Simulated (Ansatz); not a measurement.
# AlO under changes of volume

One of the cells (10.618 Å³/atom); the others are scaled copies at fixed shape and fractional positions:

```
Al O
1.0
     2.76919    0.00000    0.00000
     0.00000    2.76919    0.00000
     0.00000    0.00000    2.76919
Al O
1 1
Direct
  0.50000 0.50000 0.50000
  0.00000 0.00000 0.00000
```

The cell was built by a generator and needn't be a form met in nature.

* Program: Ansatz 0.2.0
* Functional: PBE
* Potentials or basis: PseudoDojo stringent (PBE files)
* Cutoff: 1252 eV
* Density cutoff: 5007 eV
* k mesh: 10 × 10 × 10
* Occupations: fermi-dirac, width 0.05 eV
* Spin: no spin polarisation

| volume (Å³/atom) | energy over the lowest point (meV/atom) | pressure (GPa) |
| --- | --- | --- |
| 9.981 | 15.06 | 8.6 |
| 10.193 | 6.04 | 5.3 |
| 10.405 | 1.13 | 2.3 |
| 10.618 | 0.00 | -0.4 |
| 10.830 | ? | ? |
| 11.042 | 7.76 | -5.1 |
| 11.255 | 16.05 | -7.2 |

Q: What does the run at 10.830 Å³/atom give?

A: Energy over the lowest point 2.31 meV/atom; pressure -2.9 GPa.

Worked out: A Birch-Murnaghan fit of order 3 (a polynomial in V^(-2/3)) to the other rows has its minimum at 10.58 Å³/atom with B0 = V·E''(V) = 131 GPa and B' = 3.7. It gives 2.32 meV/atom at 10.830 Å³/atom, against the run's 2.31, and -dE/dV = -3.0 GPa, against -2.9.

Energies are extrapolated to zero smearing.

Caveats: an odd number of electrons without spin polarisation forces a metal; a magnetic or distorted state may lie lower.
